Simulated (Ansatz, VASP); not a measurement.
**Pd: VASP beside Ansatz**

Contents of INCAR:

```
SYSTEM = Pd
PREC = Accurate
ENCUT = 520
EDIFF = 1E-7
ISMEAR = 0
SIGMA = 0.15
LREAL = .False.
LASPH = .True.
NELM = 80
ALGO = Fast
ISIF = 2
LWAVE = .False.
LCHARG = .False.
GGA = CA
NBANDS = 11
```

Contents of KPOINTS:

```
regular mesh
0
Gamma
  20 20 20
  0 0 0
```

POSCAR

```
Pd
1.0
    0.0000000000      2.1004920000      1.9449000000
    2.1004920000      0.0000000000      1.9449000000
    2.1004920000      2.1004920000      0.0000000000
Pd
1
Direct
    0.0000000000      0.0000000000      0.0000000000
```

Input for Ansatz:

```yaml
crystal:
  lattice:
    - [0.0, 2.100492, 1.9449]
    - [2.100492, 0.0, 1.9449]
    - [2.100492, 2.100492, 0.0]
  atoms:
    - { symbol: Pd, position: [0.0, 0.0, 0.0] }
basis:
  ecutwfc: 420
kpoints:
  mp_grid: { grid: [20, 20, 20] }
hamiltonian:
  xc: lda
scf:
  occupations: { method: gaussian, width: 0.15 }
output:
  forces: true
  stress: true
  eigenvalues: true
```

Change from the starting cell: strain +0.080 along x and y, +0.000 along z, atoms carried along.

Alike in both runs: task single point; functional LDA; k mesh 20 × 20 × 20; occupations gaussian, width 0.15 eV; no spin polarisation.

|  | VASP | Ansatz |
| --- | --- | --- |
| version | VASP 6.6.1 | Ansatz 0.2.0 |
| potentials or method | VASP PAW LDA potentials, release 64 (Pd) | scalar-relativistic, plane waves, PAW |
| plane-wave cutoff (eV) | 520 | 420 |
| valence electrons in the cell | 10 | 18 |

```csv
,VASP,Ansatz,Ansatz less VASP
gap on the k mesh at the Fermi level (eV),none,none,-
pressure (GPa),-25.4,-25.6,-0.22
largest component of the traceless stress (GPa),1.05,1.05,+0.006
```

A gap of «none» marks a metal or a gap that the smearing closes. The two sets of potentials don't hold the same shells in valence.

Caveats: so large a pressure means that the cell lies far from this level's equilibrium, or that cutoff or potentials fall short (VASP).
